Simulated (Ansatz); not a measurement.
## AlRu in Ansatz: the effect of Hubbard term

The system is AlRu.

```xyz
2
Lattice="2.9916 0.0000 0.0000 0.0000 2.9916 0.0000 0.0000 0.0000 2.9916" Properties=species:S:1:pos:R:3 pbc="T T T"
Ru    1.4958    1.4958    1.4958
Al    0.0000    0.0000    0.0000
```

Alike in all runs:

| Quantity | Value |
| --- | --- |
| Program | Ansatz 0.2.0 |
| Task | density of states |
| Functional | LDA |
| Potentials or basis | Ansatz PAW |
| Cutoff | 420 eV (not typed: the program's choice for these potentials) |
| k mesh | 9 × 9 × 9 |
| Occupations | fermi-dirac, width 0.05 eV |
| Spin | no spin polarisation |
| Hubbard projectors | ortho-atomic (the default) |
| Double counting | fll (the default) |

```csv
Hubbard term,pressure (GPa)
Ru d U = 4 eV,-10.7
Ru d U = 5 eV,-10.9
Ru d U = 6 eV,-11.3
Ru d U = 8 eV,?
```

Q: What does the run with Hubbard term Ru d U = 8 eV give?

A: Pressure -12.2 GPa.

Worked out: A straight line through the other rows of the pressure, of slope -0.3 GPa per eV, extrapolates to -11.9 GPa, against the run's -12.2.

Caveats: U without spin polarisation on a metal has little footing; the PAW data sets come from PBE, with cores solved anew for the run's functional, which leaves a small shift of forces and pressure; the U is typed as a test and isn't derived for this compound.
